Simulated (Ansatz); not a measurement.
## Calculated B-11 NMR of the central transition for B₅H₉

Cell: a Materials Project structure (computed, not necessarily an observed phase).

Space group I4mm (No. 107); a = 7.2459, c = 5.3101 Å.

```
site  Wyckoff  site symmetry       x       y       z
  B1       2a            4mm  0.0000  0.0000  0.7696
  B2       8d            .m.  0.0000  0.8256  0.9811
  H6       2a            4mm  0.0000  0.0000  0.5469
  H7       8d            .m.  0.0000  0.6635  0.9553
 H11       8c            ..m  0.8686  0.8686  0.1502
```

One atom of each set is listed; the run and its k-mesh use a cell of 14 atoms with edges of 5.77, 5.77, 5.77 Å.

Level of theory: DFT, PBEsol, plane waves and PAW, scalar-relativistic, 420 eV cutoff, Γ-centred 7×7×7 k-points, Fermi–Dirac smearing 0.05 eV (Ansatz 0.2.0).

B-11 has I = 3/2 and Q = 40.59 mb (Pyykkö 2018); at 16.4 T its Larmor frequency is ν₀ = 224.1 MHz. Only the quadrupole interaction is simulated: positions count from each site's isotropic chemical shift, and J coupling is left out, as are shift anisotropy and dipolar coupling, which fast spinning averages.

(1) Simulate the second-order pattern (fast magic-angle spinning, Gaussian broadening 0.02 kHz) of site B2 (3 H at 1.18–1.35 Å, 3 B at 1.69–1.79 Å).

Results:

(1) The calculation gives C_Q = -1.85 MHz and η = 0.50, so ν_Q = 0.926 MHz and the centre of gravity lies at -1.85 ppm (-0.415 kHz).

offset (kHz), height and a bar:
```
   -1.051          0 
   -1.023          0 
   -0.995          5 #
   -0.968          8 ###
   -0.940          9 ###
   -0.912          9 ###
   -0.885          9 ###
   -0.857          9 ###
   -0.829         10 ###
   -0.802         13 ####
   -0.774         27 ########
   -0.746         30 #########
   -0.719         31 #########
   -0.691         33 ##########
   -0.663         36 ###########
   -0.636         39 ############
   -0.608         43 #############
   -0.580         52 ################
   -0.552         99 ##############################
   -0.525         98 #############################
   -0.497         77 #######################
   -0.469         70 #####################
   -0.442         68 ####################
   -0.414         68 ####################
   -0.386         70 #####################
   -0.359         75 ######################
   -0.331         88 ##########################
   -0.303        100 ##############################
   -0.276         76 #######################
   -0.248         65 ####################
   -0.220         59 ##################
   -0.193         54 ################
   -0.165         50 ###############
   -0.137         47 ##############
   -0.109         45 #############
   -0.082         42 #############
   -0.054         39 ############
   -0.026         11 ###
    0.001          0 
    0.029          0
```

The largest force is 0.5 eV/Å, so the atoms aren't at the calculated equilibrium and relaxing them would move these values.

The run took 18 s of wall time (18 s of CPU time) and 0.41 GiB at its peak, on 1 thread of Arm Neoverse V1 (aarch64; 8 cores open to the job, memory cap 2.5 GiB, no GPU), a shared host with a load of 0.4 a core.
